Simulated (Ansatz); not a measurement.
Where the states of KTaO$_{3}$ lie

```cif
data_structure
_symmetry_space_group_name_H-M 'Pm-3m'
_symmetry_Int_Tables_number 221
_cell_length_a 3.9883
_cell_length_b 3.9883
_cell_length_c 3.9883
_cell_angle_alpha 90.000
_cell_angle_beta 90.000
_cell_angle_gamma 90.000
_cell_volume 63.44
loop_
_atom_site_label
_atom_site_type_symbol
_atom_site_symmetry_multiplicity
_atom_site_Wyckoff_symbol
_atom_site_fract_x
_atom_site_fract_y
_atom_site_fract_z
_atom_site_occupancy
K1 K 1 b 0.50000 0.50000 0.50000 1
Ta1 Ta 1 a 0.00000 0.00000 0.00000 1
O1 O 3 d 0.50000 0.00000 0.00000 1
```

The runs use the primitive cell with vectors (3.988, 0.000, 0.000), (0.000, 3.988, 0.000), (0.000, 0.000, 3.988) Å, to which the k mesh refers.

The cell comes from COD entry 2102087, which wasn't checked; take it as a given geometry.

No spin–orbit coupling, which matters for the heavy atoms here.

Computed with Ansatz 0.2.0, DFT, PBE, all-electron LAPW, scalar-relativistic.

The runs use a Γ-centred 5×5×5 k mesh, Fermi–Dirac smearing of 0.01 eV, basis error target 0.5 meV/atom, no spin polarisation.

States per eV and cell, averaged over 0.6 eV, from -11.1 to 6.7 eV, with energies (bin centres) from the valence-band top; empty bins are left out. The partial columns, the largest 4 alone, are projections on Löwdin-orthogonalised atomic shells (those that the program's projection atoms carry: the occupied ones and, for some elements, an empty d or f shell; other empty shells have no column), summed over atoms of an element. Weights on diffuse s and p shells depend on that basis and aren't pure angular character.

| E (eV) | total | O 2p | Ta 5d | K 3p | O 2s |
| --- | --- | --- | --- | --- | --- |
| -10.9 | 10.00 | 0.16 | 0.08 | 9.65 | 0.10 |
| -4.9 | 3.38 | 2.33 | 0.75 | 0.00 | 0.04 |
| -4.3 | 1.68 | 1.15 | 0.43 | 0.01 | 0.01 |
| -3.7 | 2.88 | 2.03 | 0.68 | 0.05 | 0.03 |
| -3.1 | 5.18 | 3.87 | 1.02 | 0.08 | 0.06 |
| -2.5 | 4.11 | 3.24 | 0.70 | 0.04 | 0.03 |
| -1.9 | 2.27 | 1.94 | 0.20 | 0.02 | 0.02 |
| -1.3 | 3.85 | 3.61 | 0.10 | 0.02 | 0.02 |
| -0.7 | 5.19 | 5.00 | 0.07 | 0.02 | 0.01 |
| -0.1 | 1.45 | 1.43 | 0.00 | 0.00 | 0.00 |
| 2.3 | 0.09 | 0.00 | 0.08 | 0.00 | 0.00 |
| 2.9 | 0.53 | 0.05 | 0.47 | 0.00 | 0.00 |
| 3.5 | 1.26 | 0.22 | 1.01 | 0.00 | 0.00 |
| 4.1 | 1.44 | 0.32 | 1.07 | 0.00 | 0.00 |
| 4.7 | 2.36 | 0.63 | 1.63 | 0.00 | 0.00 |
| 5.3 | 2.71 | 0.76 | 1.76 | 0.00 | 0.00 |
| 5.9 | 1.60 | 0.47 | 0.97 | 0.00 | 0.00 |
| 6.5 | 0.00 | 0.00 | 0.00 | 0.00 | 0.00 |

(1) Which of the resolved shells contributes most in the top eV of the valence band?

(2) Where is the centre of the filled Ta 5d states between -13 eV and the top of the filled states?

Answers

(1) O 2p, with 97 % of all states there; Ta 5d follows with 1 %.

(2) -3.62 eV from the valence-band top.
